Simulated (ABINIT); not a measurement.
Crystal: TaN.

```
CELL_PARAMETERS angstrom
2.93800 0.00000 0.00000
-1.46900 2.54438 0.00000
0.00000 0.00000 2.88300
ATOMIC_POSITIONS crystal
Ta 0.00000 0.00000 0.50000
N 0.66667 0.33333 0.00000
```

| Quantity | Value |
| --- | --- |
| Program | ABINIT 10.8.3 (patched build) |
| Task | relaxation of cell and atoms |
| Functional | LDA |
| Potentials or basis | JTH PAW LDA v2.0 |
| Cutoff | 707 eV |
| k mesh | 10 × 10 × 9 |
| Occupations | fermi-dirac, width 0.05 eV |
| Spin | no spin polarisation |

At the start: pressure -12.1 GPa; volume 10.78 Å³/atom.

Q: Where does the relaxation end?

A: Over 5 steps the energy falls by 14.1 meV/atom and the volume is 10.41 Å³/atom (-3.4 %); space group P-6m2 (No. 187, to 0.05 Å).

The path:
| step | energy change (eV) | largest force (eV/Å) | pressure (GPa) | volume (Å³) |
| --- | --- | --- | --- | --- |
| 1 | 0.0000 | 0.0000 | -12.09 | 21.55 |
| 2 | -0.0278 | 0.0000 | 1.24 | 20.76 |
| 3 | -0.0281 | 0.0000 | -0.07 | 20.83 |
| 4 | -0.0281 | 0.0000 | -0.01 | 20.83 |
| 5 | -0.0281 | 0.0000 | 0.00 | 20.83 |

Final structure:
```
CELL_PARAMETERS angstrom
2.90532 0.00000 0.00000
-1.45266 2.51609 0.00000
0.00000 0.00000 2.84939
ATOMIC_POSITIONS crystal
Ta 0.00000 0.00000 0.50000
N 0.66667 0.33333 0.00000
```
